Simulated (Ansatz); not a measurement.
# GaP (F-43m) in Ansatz: notebook

Runs on GaP. Level: LDA. Tasks: single point, equation of state.

All numbers are computed with Ansatz 0.2.0; they aren't measurements. Logs are shortened: lines on timing, memory, paths and dates and some standing lists are left out, and cuts for length are marked.

**Experimental background.**

“Phosphorous dimerization in GaP at high pressure”, 2017, arxiv:1709.06667 reports, for a bulk crystal of GaP: bulk modulus 87.5 ± 0.6 GPa.

The results are compared with them further down.

## (1) Starting point

The structure is cubic, space group F-43m (No. 216). The conventional cell has a = 5.451 Å, b = 5.451 Å, c = 5.451 Å, α = 90.00°, β = 90.00°, γ = 90.00°. Around Ga (site symmetry -43m) lie 4 P at 2.36 Å. Around P (site symmetry -43m) lie 4 Ga at 2.36 Å.

## (2) Single point, LDA, 19.03 Å³/atom (volume scaled by 0.94)

input.yaml

```yaml
crystal:
  lattice:
    - [0.0, 2.6696170428, 2.6696170428]
    - [2.6696170428, 0.0, 2.6696170428]
    - [2.6696170428, 2.6696170428, 0.0]
  atoms:
    - { symbol: Ga, position: [0.0, 0.0, 0.0] }
    - { symbol: P, position: [0.75, 0.75, 0.75] }
kpoints:
  mp_grid: { grid: [8, 8, 8] }
scf:
  occupations: { method: fermi_dirac, width: 0.05 }
hamiltonian:
  xc: lda
  pseudopotentials: { kind: all_electron, lapw: { basis_error: 0.001 } }
output:
  forces: true
  stress: true
  eigenvalues: true
```

Potentials or basis: all-electron LAPW, scalar-relativistic.

The run is started by

```sh
> ansatz run input.yaml --threads 1 --pin off --max-ram 3072MiB --backend cpu --events-out ev --progress --plain --runs-dir out
```

The program printed:

```text
Warning: RAYON_NUM_THREADS=1 ignored (pool sized by the plan → 1); use --threads N
LAPW: plane waves up to 8.793 Å⁻¹, error target 1.0e-3 eV per atom; small_component_spin mean_spin; P in spheres of 1.041 Å, 13 of its electrons in bands, Dirac shells []; Ga in spheres of 1.271 Å, 21 of its electrons in bands, Dirac shells [] (how accurate: hamiltonian.pseudopotentials.lapw.basis_error, Limitations)
Engine: ansatz 0.2.0, x86_64-unknown-linux-gnu
Pseudopotentials: kind: all_electron
Pseudopotential: Ga, LAPW, valence charge 21, lapw/all_electron/scalar/gaussian/Ga, Koelling and Harmon's equation, gaussian nucleus
Pseudopotential: P, LAPW, valence charge 13, lapw/all_electron/scalar/gaussian/P, Koelling and Harmon's equation, gaussian nucleus
Functional definition: SPW92
  exchange = slater_x
  correlation = pw_c
Crystal: 2 atoms, lattice volume = 38.052 Å³
Basis set: ecut = 294.58892157538907 eV, 411 PW (Γ), exchange–correlation at level 2
Bands: 21, of which v1, the nominal top of the filled ones, is band 17 counted from 1 (16 counted from 0)
Symmetry: 24 space group operations
Space group: F-43m (ITA 216), of the structure as read, at distance tolerance 3.4e-5 Å
k-points: 29 of 512 (time reversal used)
Non-local potential: Ga, projectors of the file, none
Non-local potential: P, projectors of the file, none
Initial density: superposition of atomic densities (chi_scale 0.1, normalization cell, long waves kept (reshape's long-wave potential 0.00 eV rms))
Initial wavefunctions: plane waves of lowest kinetic energy (no species holds an atomic orbital)
Functional: x = slater, c = lda
iter 1 solved again at ethr=2.43e-3 eV; its pass at ethr=1.00e-1 eV (dr2=8.26e-1 eV) is discarded
SCF iter   1: F=—  HF=-62104.404011 eV  |F-HF|=—  |Δ(HF+E_count)|=         —  Δρ=4.10e-2  dr2=8.28e-1  ethr=2.43e-3  ⟨swp⟩=2.0  Hψ=4154  notcnv=0
preconditioner: auto → none  [insulator: Δε(μ)=1.930 eV  Ē_g=15.295 eV  σ=0.050 eV  W_gap=1.00  n_scr=14 (ndim 8)  ℏωp=25.5 eV  f_vac=0.007  D(μ)=0.00/eV (n_scr^D=0)  ε∞_Penn≈3.8]
iter 2 solved again at ethr=2.33e-4 eV; its pass at ethr=2.43e-3 eV (dr2=7.92e-2 eV) is discarded
SCF iter   2: F=—  HF=-62104.112507 eV  |F-HF|=—  |Δ(HF+E_count)|=   2.92e-1  Δρ=1.57e-2  dr2=7.91e-2  ethr=2.33e-4  ⟨swp⟩=2.0  Hψ=3137  notcnv=0
SCF iter   3: F=—  HF=-62104.077322 eV  |F-HF|=—  |Δ(HF+E_count)|=   3.52e-2  Δρ=6.85e-3  dr2=1.33e-2  ethr=2.33e-4  ⟨swp⟩=2.0  Hψ=1770  notcnv=0
SCF iter   4: F=—  HF=-62104.069315 eV  |F-HF|=—  |Δ(HF+E_count)|=         —  Δρ=1.74e-3  dr2=8.80e-4  ethr=3.90e-5  ⟨swp⟩=2.0  Hψ=1654  notcnv=0
the basis was enlarged: its passes take 71.0 KiB over the memory plan, 1 of 1 planned eigensolver slots
SCF iter   5: F=—  HF=-62104.068579 eV  |F-HF|=—  |Δ(HF+E_count)|=   7.36e-4  Δρ=2.77e-4  dr2=1.55e-5  ethr=2.59e-6  ⟨swp⟩=2.0  Hψ=1655  notcnv=0
SCF iter   6: F=—  HF=-62104.068573 eV  |F-HF|=—  |Δ(HF+E_count)|=   6.14e-6  Δρ=2.43e-5  dr2=1.30e-7  ethr=4.55e-8  ⟨swp⟩=2.4  Hψ=1670  notcnv=0
SCF iter   7: F=-62104.068573 eV  HF=-62104.068573 eV  |F-HF|=3.06e-10  |Δ(HF+E_count)|=   5.92e-8  Δρ=2.44e-6  dr2=1.26e-9  ethr=3.82e-10  ⟨swp⟩=2.7  Hψ=1700  notcnv=0
SCF 1 converged in 7 iterations: F = -62104.068573 eV  dr2 = 1.26e-9
SCF converged after 7 iterations
Free energy (F): -62104.068573 eV
Harris-Foulkes:  -62104.068573 eV  (|F-HF|=3.06e-10)
Internal energy: -62104.068573 eV  (E = F + TS)
E sigma→0 (E₀):  -62104.068573 eV
Entropy (-TS):   -0.000000 eV (-0.000 meV/atom)
Fermi energy:    9.855441 eV
--- Per-component energies (eV) ---
  E_band       = -1768.845531
  E_kinetic    = 63148.861229
  E_xc         = -2584.543050
  E_electrostatic = -122668.386752  (all electrons and nuclei)
  E_smearing   = -0.000000  (= −TS)
  E_closure    = 0.000000  (closes the sum)
  E_atoms      = -62093.643931  (free atoms, spherical and without spin; not in F)
  Σ components = -62104.068573   (vs F -62104.068573, Δ=0.00e0)
  Basis errors (estimates in eV, not in F): energy 4.3e-4 per atom: plane waves 4.0e-4 (2.3e-4 summed), levels above the bands 8.8e-65, relativity 4.2e-9, radial functions 3.8e-5, core shells 1.5e-10; eigenvalues (radial functions only) 1.0e-6; not estimated: angular momenta, meshes, grids; target (lapw.basis_error) 1.0e-3; muffin-tin radii P 1.041 Å, Ga 1.271 Å
--- Forces (eV/Å), atoms counted from 1 ---
  atom   1  Ga     0.00000000    -0.00000000    -0.00000000
  atom   2  P     -0.00000000     0.00000000    -0.00000000
  max |Σ_I F_I| component: 1.16e-17 eV/Å
--- Stress (GPa, compression-positive) ---
        2.812997      -0.000000      -0.000000
       -0.000000       2.812997       0.000000
       -0.000000       0.000000       2.812997
  P = ⅓ Tr σ = 2.8130 GPa (28.130 kbar)
--- Band table (eV; the first three rows and the last of 29) ---
  k-point 0: bands = ["-157.6600", "-133.4127", "-108.9986", "-108.9986", "-108.9986", "-84.6354", "-84.6354", "-84.6354", "-5.5981", "-5.5981", "-5.5981", "-5.4795", "-5.4795", "-3.8128", "9.1911", "9.1911", "9.1911", "11.3138", "12.9575", "12.9575", "12.9575"]
  k-point 1: bands = ["-157.6600", "-133.4127", "-108.9986", "-108.9986", "-108.9986", "-84.6354", "-84.6354", "-84.6354", "-5.6156", "-5.5924", "-5.5924", "-5.4796", "-5.4796", "-3.5928", "7.4997", "8.9329", "8.9329", "11.7986", "13.3389", "13.3389", "13.6843"]
  k-point 2: bands = ["-157.6600", "-133.4127", "-108.9986", "-108.9986", "-108.9986", "-84.6355", "-84.6354", "-84.6354", "-5.6528", "-5.5803", "-5.5803", "-5.4781", "-5.4781", "-2.9685", "5.1104", "8.4579", "8.4579", "11.3906", "13.8674", "13.8674", "15.6930"]
  k-point 28: bands = ["-157.6600", "-133.4127", "-108.9986", "-108.9986", "-108.9986", "-84.6355", "-84.6355", "-84.6354", "-5.7139", "-5.5519", "-5.5266", "-5.4987", "-5.4691", "-0.3932", "2.2691", "5.2694", "5.4078", "13.7976", "14.2180", "15.1812", "15.3339"]
```

Wall time 22 s (1 thread of Intel Xeon at 2.50GHz (Skylake/Cascade Lake), shared host); peak memory 0.29 GiB.

Results:

| Item | Value |
| --- | --- |
| Free energy | -62104.0686 eV |
| Pressure | 2.8 GPa |
| Band gap on the k mesh | 1.37 eV, indirect (least direct gap 2.12 eV) |

## (3) Single point, LDA, 19.43 Å³/atom (volume scaled by 0.96)

Edit input.yaml of step 2 so:

```diff
@@ -2,5 +2,5 @@
   lattice:
-    - [0.0, 2.6696170428, 2.6696170428]
-    - [2.6696170428, 0.0, 2.6696170428]
-    - [2.6696170428, 2.6696170428, 0.0]
+    - [0.0, 2.6884177822, 2.6884177822]
+    - [2.6884177822, 0.0, 2.6884177822]
+    - [2.6884177822, 2.6884177822, 0.0]
   atoms:
```

Potentials or basis: all-electron LAPW, scalar-relativistic.

The run is started by

```sh
> ansatz run input.yaml --threads 1 --pin off --max-ram 3072MiB --backend cpu --events-out ev --progress --plain --runs-dir out
```

It took 22 s on 1 thread of Intel Xeon at 2.50GHz (Skylake/Cascade Lake), shared host; peak memory 0.28 GiB.

Results (log left out):

```
Free energy            : -62104.0775 eV
Pressure               : 0.8 GPa
Band gap on the k mesh : 1.41 eV, indirect (least direct gap 1.95 eV)
```

## (4) Single point, LDA, 19.84 Å³/atom (volume scaled by 0.98)

Edit input.yaml of step 3 so:

```diff
@@ -2,5 +2,5 @@
   lattice:
-    - [0.0, 2.6884177822, 2.6884177822]
-    - [2.6884177822, 0.0, 2.6884177822]
-    - [2.6884177822, 2.6884177822, 0.0]
+    - [0.0, 2.7069591804, 2.7069591804]
+    - [2.7069591804, 0.0, 2.7069591804]
+    - [2.7069591804, 2.7069591804, 0.0]
   atoms:
```

The run is started by

```sh
> ansatz run input.yaml --threads 1 --pin off --max-ram 3072MiB --backend cpu --events-out ev --progress --plain --runs-dir out
```

It took 23 s on 1 thread of Intel Xeon at 2.50GHz (Skylake/Cascade Lake), shared host; peak memory 0.28 GiB.

It converged, with:

| Quantity | Value |
| --- | --- |
| Free energy | -62104.0765 eV |
| Pressure | -1.1 GPa |
| Band gap on the k mesh | 1.46 eV, indirect (least direct gap 1.77 eV) |

## (5) Single point, LDA, 20.24 Å³/atom

Edit input.yaml of step 4 so:

```diff
@@ -2,5 +2,5 @@
   lattice:
-    - [0.0, 2.7069591804, 2.7069591804]
-    - [2.7069591804, 0.0, 2.7069591804]
-    - [2.7069591804, 2.7069591804, 0.0]
+    - [0.0, 2.72525, 2.72525]
+    - [2.72525, 0.0, 2.72525]
+    - [2.72525, 2.72525, 0.0]
   atoms:
```

The run is started by

```sh
> ansatz run input.yaml --threads 1 --pin off --max-ram 3072MiB --backend cpu --events-out ev --progress --plain --runs-dir out
```

It took 23 s on 1 thread of Intel Xeon at 2.50GHz (Skylake/Cascade Lake), shared host; peak memory 0.28 GiB.

It converged, with:

```yaml
Free_energy: -62104.0668 eV
Pressure: -2.7 GPa
Band_gap_on_the_k_mesh: 1.49 eV, indirect (least direct gap 1.61 eV)
```

## (6) Single point, LDA, 20.65 Å³/atom (volume scaled by 1.02)

Edit input.yaml of step 5 so:

```diff
@@ -2,5 +2,5 @@
   lattice:
-    - [0.0, 2.72525, 2.72525]
-    - [2.72525, 0.0, 2.72525]
-    - [2.72525, 2.72525, 0.0]
+    - [0.0, 2.7432985392, 2.7432985392]
+    - [2.7432985392, 0.0, 2.7432985392]
+    - [2.7432985392, 2.7432985392, 0.0]
   atoms:
```

Potentials or basis: all-electron LAPW, scalar-relativistic.

The run is started by

```sh
> ansatz run input.yaml --threads 1 --pin off --max-ram 3072MiB --backend cpu --events-out ev --progress --plain --runs-dir out
```

It took 22 s on 1 thread of Intel Xeon at 2.50GHz (Skylake/Cascade Lake), shared host; peak memory 0.28 GiB.

Results (log left out):

| Quantity | Value |
| --- | --- |
| Free energy | -62104.0492 eV |
| Pressure | -4.2 GPa |
| Band gap on the k mesh | 1.44 eV, indirect (least direct gap 1.44 eV) |

## (7) Single point, LDA, 21.05 Å³/atom (volume scaled by 1.04)

Edit input.yaml of step 6 so:

```diff
@@ -2,5 +2,5 @@
   lattice:
-    - [0.0, 2.7432985392, 2.7432985392]
-    - [2.7432985392, 0.0, 2.7432985392]
-    - [2.7432985392, 2.7432985392, 0.0]
+    - [0.0, 2.7611126653, 2.7611126653]
+    - [2.7611126653, 0.0, 2.7611126653]
+    - [2.7611126653, 2.7611126653, 0.0]
   atoms:
```

The run is started by

```sh
> ansatz run input.yaml --threads 1 --pin off --max-ram 3072MiB --backend cpu --events-out ev --progress --plain --runs-dir out
```

Wall time 21 s (1 thread of Intel Xeon at 2.50GHz (Skylake/Cascade Lake), shared host); peak memory 0.28 GiB.

It converged, with:

```
Free energy            : -62104.0246 eV
Pressure               : -5.5 GPa
Band gap on the k mesh : 1.29 eV, direct
```

## (8) Single point, LDA, 21.45 Å³/atom (volume scaled by 1.06)

Edit input.yaml of step 7 so:

```diff
@@ -2,5 +2,5 @@
   lattice:
-    - [0.0, 2.7611126653, 2.7611126653]
-    - [2.7611126653, 0.0, 2.7611126653]
-    - [2.7611126653, 2.7611126653, 0.0]
+    - [0.0, 2.7786998443, 2.7786998443]
+    - [2.7786998443, 0.0, 2.7786998443]
+    - [2.7786998443, 2.7786998443, 0.0]
   atoms:
```

The run is started by

```sh
> ansatz run input.yaml --threads 1 --pin off --max-ram 3072MiB --backend cpu --events-out ev --progress --plain --runs-dir out
```

Wall time 23 s (1 thread of Intel Xeon at 2.50GHz (Skylake/Cascade Lake), shared host); peak memory 0.28 GiB.

It converged, with:

```yaml
Free_energy: -62103.9938 eV
Pressure: -6.7 GPa
Band_gap_on_the_k_mesh: 1.13 eV, direct
```

## (9) Equation of state, LDA

Potentials or basis: all-electron LAPW, scalar-relativistic.

This step only gathers the single runs of the series.

Results:

```
Equilibrium volume                      : 19.59 Å³/atom
Bulk modulus                            : 90 GPa
Pressure derivative of the bulk modulus : 4.6
```

Energy against volume, from the lowest point:
| volume (Å³/atom) | energy (meV/atom) |
| --- | --- |
| 19.026 | 4.46 |
| 19.431 | 0.00 |
| 19.836 | 0.48 |
| 20.240 | 5.35 |
| 20.645 | 14.14 |
| 21.050 | 26.44 |
| 21.455 | 41.85 |

## (10) How close it comes

Step 9. Against the measured bulk modulus of GaP, 87.5 GPa (“Phosphorous dimerization in GaP at high pressure”, 2017, arxiv:1709.06667), the calculated 90 GPa is off by +3.1 %. The fit is for a static lattice scaled at fixed shape and fixed fractional positions.
